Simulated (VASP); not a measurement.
Here is a VASP 6.6.1 calculation.

The input INCAR:

```
SYSTEM = H4C
PREC = Accurate
ENCUT = 520
EDIFF = 1E-7
ISMEAR = -1
SIGMA = 0.02
LREAL = Auto
LASPH = .TRUE.
NELM = 100
ALGO = Normal
ISIF = 2
LWAVE = .FALSE.
LCHARG = .FALSE.
GGA = PE
IVDW = 12
IBRION = 2
NSW = 35
EDIFFG = -0.3
```

File KPOINTS:

```
regular mesh
0
G
  1 1 1
  0 0 0
```

Contents of POSCAR:

```
H4C
1.0
    7.4638260000      0.0000000000      0.0000000000
    0.0000000000      7.4638260000      0.0000000000
    0.0000000000      0.0000000000      7.4638260000
C H
6 24
Direct
    0.5483187000      0.5833549000      0.1582539000
    0.9798393000      0.4093471000      0.8190403000
    0.8237216000      0.9177686000      0.8915395000
    0.9067920000      0.9821604000      0.3412726000
    0.4234883000      0.8133571000      0.5591939000
    0.3239569000      0.1299328000      0.0348321000
    0.6933099000      0.5907575000      0.1428706000
    0.5121352000      0.6175284000      0.2955012000
    0.5030601000      0.4478246000      0.1283029000
    0.4847696000      0.6773092000      0.0663410000
    0.8637961000      0.3715546000      0.8991627000
    0.9357167000      0.4519268000      0.6865486000
    1.0693872000      0.2947801000      0.8060230000
    1.0504570000      0.5191269000      0.8844269000
    0.9623893000      0.9499980000      0.9238879000
    0.7767574000      0.8111219000      0.9794867000
    0.8151484000      0.8736224000      0.7526457000
    0.7405914000      1.0363323000      0.9101377000
    0.9586813000      0.9392171000      0.4707996000
    0.7806915000      1.0531778000      0.3604837000
    0.8844375000      0.8653206000      0.2566404000
    1.0033577000      1.0709262000      0.2771666000
    0.5018932000      0.8582695000      0.6738649000
    0.2922860000      0.8773302000      0.5618894000
    0.4070890000      0.6684135000      0.5652192000
    0.4926851000      0.8494150000      0.4358022000
    0.3915347000      0.2215197000     -0.0565953000
    0.3690953000      0.1553162000      0.1713314000
    0.3555243000     -0.0077515000     -0.0020518000
    0.1796732000      0.1506467000      0.0266439000
```

Potentials or basis: VASP PAW PBE potentials, release 64 (C, H).

The run is started by

```console
$ cat potpaw_PBE.64/C/POTCAR potpaw_PBE.64/H/POTCAR > POTCAR
$ mpirun -np 1 vasp_gam > vasp.out
```

(1) Estimate the band gap on the k mesh.

(2) Predict the dispersion energy per atom.

## Answers

(1) 7.21 eV, direct.

(2) -0.024 eV.

Caveat: the relaxation stopped at its first step, so nothing moved.
